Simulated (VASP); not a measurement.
# Te: restarted molecular dynamics, 2 variants

Te, Pmma (no. 51), 8 atoms in the cell. PBE, molecular dynamics; PAW potentials Te (PBE set).

| Restart from | Temperature at the end (K) | The same without a restart (K) | Potential energy at the end (eV/atom) | The same without a restart (eV/atom) | Electronic steps in the first step after the restart | Time (s) |
|---|---|---|---|---|---|---|
| CONTCAR with velocities, WAVECAR read | 1363.0 | 1363.0 | -2.97210 | -2.97210 | 4 | 213 |
| CONTCAR with velocities, no WAVECAR | 1362.0 | 1363.0 | -2.97210 | -2.97210 | 15 | 233 |

Limits: 240 fs of 8 atoms are too short for converged averages; the cell is only 4.5 Å across, so each atom moves in step with near copies of itself.

## Input of the first row

INCAR.step1:
```
SYSTEM = Te
GGA = PE
PREC = Normal
ENCUT = 200
EDIFF = 1E-6
NELMIN = 4
NELM = 60
ALGO = Fast
LREAL = Auto
LASPH = .True.
ISMEAR = -1
SIGMA = 0.069
ISYM = 0
LWAVE = .True.
LCHARG = .False.
IBRION = 0
NSW = 30
POTIM = 4.0
TEBEG = 1600
ISIF = 2
RANDOM_SEED = 453186 0 0
MDALGO = 4
NHC_NCHAINS = 3
NHC_PERIOD = 30
KPAR = 2
```

INCAR.step2, as INCAR.step1 but for:
```
- LWAVE = .True.
+ LWAVE = .False.
```

KPOINTS:
```
k-points
0
Gamma
  2 2 3
```

POSCAR.step1:
```
Te
1.0
    9.2140158900      0.0000000000      0.0000000000
    0.0000000000      6.3044032800      0.0000000000
    0.0000000000      0.0000000000      4.4566412000
Te
8
Direct
    0.5000000000      0.2500000000      0.0000000000
    0.5000000000      0.7500000000      0.0000000000
    0.0000000000      0.2500000000      0.0000000000
    0.0000000000      0.7500000000      0.0000000000
    0.2500000000      0.2500000000      0.4793769000
    0.2500000000      0.7500000000      0.4793769000
    0.7500000000      0.2500000000      0.5206231000
    0.7500000000      0.7500000000      0.5206231000
```

Commands (each step's output is kept before the next begins):
```
cat potpaw_PBE.64/Te/POTCAR > POTCAR
cp INCAR.step1 INCAR
cp POSCAR.step1 POSCAR
mpirun -np 2 vasp_std > vasp.out
cp CONTCAR POSCAR
cp INCAR.step2 INCAR
mpirun -np 2 vasp_std > vasp.out
```

Changes of the last row against the first:
```
(step 1)
- LWAVE = True
+ LWAVE = False
```

VASP 6.6.1 took 213 s on 2 cores (AMD EPYC 7R13 (Zen 3)), a shared host.
